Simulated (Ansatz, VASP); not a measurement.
# TiAl in VASP and in Ansatz

File INCAR:

```
SYSTEM = TiAl
  PREC = Accurate
  ENCUT = 600
  EDIFF = 1E-6
  ISMEAR = 0
  SIGMA = 0.1
  LREAL = .FALSE.
  LASPH = .TRUE.
  NELM = 100
  ALGO = Fast
  ISIF = 3
  LWAVE = .FALSE.
  LCHARG = .FALSE.
  GGA = PS
  IBRION = 2
  NSW = 80
  EDIFFG = -0.01
```

File KPOINTS:

```
Automatic mesh
0
G
  14 14 14
  0 0 0
```

The input POSCAR:

```
TiAl
1.0
    3.1552927248      0.0000000000      0.0000000000
    0.0000000000      3.1552927248      0.0000000000
    0.0000000000      0.0000000000      3.1552927248
Al Ti
1 1
Direct
    0.0000000000      0.0000000000      0.0000000000
    0.5000000000      0.5000000000      0.5000000000
```

Input for Ansatz:

```yaml
crystal:
  lattice:
    - [3.1552927248, 0.0, 0.0]
    - [0.0, 3.1552927248, 0.0]
    - [0.0, 0.0, 3.1552927248]
  atoms:
    - { symbol: Al, position: [0.0, 0.0, 0.0] }
    - { symbol: Ti, position: [0.5, 0.5, 0.5] }
basis:
  ecutwfc: 420
kpoints:
  mp_grid: { grid: [14, 14, 14] }
hamiltonian:
  xc: pbesol
scf:
  occupations: { method: gaussian, width: 0.1 }
output:
  forces: true
  stress: true
  eigenvalues: true
relax:
  adjacent_minimum: "off"
  f_tol: 0.01
  max_steps: 60
  cell: { stress_tol: 0.1 }
```

Alike in both runs: task relaxation of cell and atoms; functional PBEsol; k mesh 14 × 14 × 14; occupations gaussian, width 0.1 eV; no spin polarisation.

|  | VASP | Ansatz |
| --- | --- | --- |
| version | VASP 6.6.1 | Ansatz 0.2.0 |
| potentials or method | VASP PAW PBE potentials, release 64 (Al, Ti_sv) | scalar-relativistic, plane waves, PAW |
| plane-wave cutoff (eV) | 600 | 420 |
| valence electrons in the cell | 15 | 15 |

```csv
,VASP,Ansatz,Ansatz less VASP
"gap on the k mesh at the Fermi level, each at its own relaxed structure (eV)",none,none,-
relaxed volume (Å³/atom),15.74,15.71,-0.029
relaxed cell length with the largest relative difference (Å),3.157,3.155,-0.0019
```

A gap of «none» marks a metal or a gap that the smearing closes.

Caveats: the PAW data sets were made with another functional, which shifts forces and pressure a little (VASP).
